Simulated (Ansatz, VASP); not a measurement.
# Two plane-wave programs on TiNi

```
Ti Ni
1.0
     2.97082    0.00000    0.00000
     0.00000    2.97082    0.00000
     0.00000    0.00000    2.97082
Ti Ni
1 1
Direct
  0.50000 0.50000 0.50000
  0.00000 0.00000 0.00000
```

Alike in both runs: functional PBEsol; k mesh 14 × 14 × 14; occupations gaussian, width 0.1 eV; no spin polarisation.

Ansatz relaxed the structure, and its values are those at the end. VASP's run is a single point on that final structure, the one shown.

|  | VASP | Ansatz |
| --- | --- | --- |
| version | VASP 6.6.1 | Ansatz 0.2.0 |
| potentials or method | VASP PAW PBE potentials, release 64 (Ti_sv, Ni) | scalar-relativistic, plane waves, PAW |
| plane-wave cutoff (eV) | 520 | 420 |
| valence electrons in the cell | 22 | 30 |

Ansatz gave:

- gap on the k mesh at the Fermi level (eV): none
- pressure (GPa): 0.0

Question: What did VASP give for the same quantities?

Answer: gap on the k mesh at the Fermi level (eV): none; pressure (GPa): -0.2.

A gap of «none» marks a metal or a gap that the smearing closes. With one functional, cell and mesh, what is left measures potentials, basis and numerics. The two sets of potentials don't hold the same shells in valence.

Caveats: the PAW data sets were made with another functional, which shifts forces and pressure a little (VASP). Spin polarisation is off, so any magnetic state and its effect on volume and gap are missing.
